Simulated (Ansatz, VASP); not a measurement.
CdS in VASP and in Ansatz

INCAR

```
SYSTEM = CdS
PREC     = Accurate       ! precision mode
ENCUT    = 520            ! plane-wave cutoff, eV
EDIFF    = 1E-6           ! SCF threshold, eV
ISMEAR   = -1             ! smearing method
SIGMA    = 0.02           ! smearing width, eV
LREAL    = .False.        ! projectors in reciprocal space
LASPH    = .True.         ! aspherical terms in the spheres
NELM     = 100            ! most SCF steps
ALGO     = Fast           ! electronic algorithm
ISIF     = 2              ! what is computed and relaxed
LWAVE    = .False.        ! write WAVECAR
LCHARG   = .True.         ! write CHGCAR
GGA      = PE             ! functional
LELF     = .True.         ! ELF
LVHAR    = .True.       
NBANDS   = 26             ! bands
```

File KPOINTS:

```
regular mesh
0
Gamma
  12 12 4
  0 0 0
```

POSCAR

```
CdS
1.0
    4.2895392999      0.0000000000      0.0000000000
   -2.1447696499      3.6066504895      0.0000000000
    0.0000000000      0.0000000000      6.7660105241
Cd S
2 2
Direct
    0.3332357612      0.6664715223     -0.0026159542
    0.6667642388      0.3335284777      0.4973840458
    0.3290623413      0.6581246826      0.3776159542
    0.6709376587      0.3418753174      0.8776159542
```

Input for Ansatz:

```yaml
crystal:
  lattice:
    - [4.2895392999, 0.0, 0.0]
    - [-2.1447696499, 3.6066504895, 0.0]
    - [0.0, 0.0, 6.7660105241]
  atoms:
    - { symbol: Cd, position: [0.3332357612, 0.6664715223, -0.0026159542] }
    - { symbol: Cd, position: [0.6667642388, 0.3335284777, 0.4973840458] }
    - { symbol: S, position: [0.3290623413, 0.6581246826, 0.3776159542] }
    - { symbol: S, position: [0.6709376587, 0.3418753174, 0.8776159542] }
kpoints:
  mp_grid: { grid: [12, 12, 4] }
  band_path:
    path:
      - [0.0, 0.0, 0.0]
      - [0.5, 0.0, 0.0]
      - [0.3333333333, 0.3333333333, 0.0]
      - [0.0, 0.0, 0.5]
      - [0.5, 0.0, 0.5]
      - [0.3333333333, 0.3333333333, 0.5]
    npoints: 1
hamiltonian:
  xc: pbe
scf:
  occupations: { method: fermi_dirac, width: 0.02 }
  n_extra_bands: 5
output:
  forces: true
  stress: true
  eigenvalues: true
```

Change from the starting cell: uniaxial_x strain +3.0%.

Alike in both runs: task single point; functional PBE; k mesh 12 × 12 × 4; occupations fermi-dirac, width 0.02 eV; no spin polarisation.

|  | VASP | Ansatz |
| --- | --- | --- |
| version | VASP 6.6.1 | Ansatz 0.2.0 |
| potentials or method | VASP PAW PBE potentials, release 64 (Cd, S) | plane waves, PAW |
| plane-wave cutoff (eV) | 520 | 420 |
| valence electrons in the cell | 36 | 52 |

Ansatz gave:

| Quantity | Value |
| --- | --- |
| gap on the k mesh at the Fermi level (eV) | 1.08 |
| pressure (GPa) | -0.3 |
| largest component of the traceless stress (GPa) | 0.74 |

Q: Which values does VASP return?

A: gap on the k mesh at the Fermi level (eV): 1.08; pressure (GPa): 0.0; largest component of the traceless stress (GPa): 0.74.

With one functional, cell and mesh, what is left measures potentials, basis and numerics. The two sets of potentials don't hold the same shells in valence.

A k mesh can miss the band edges.
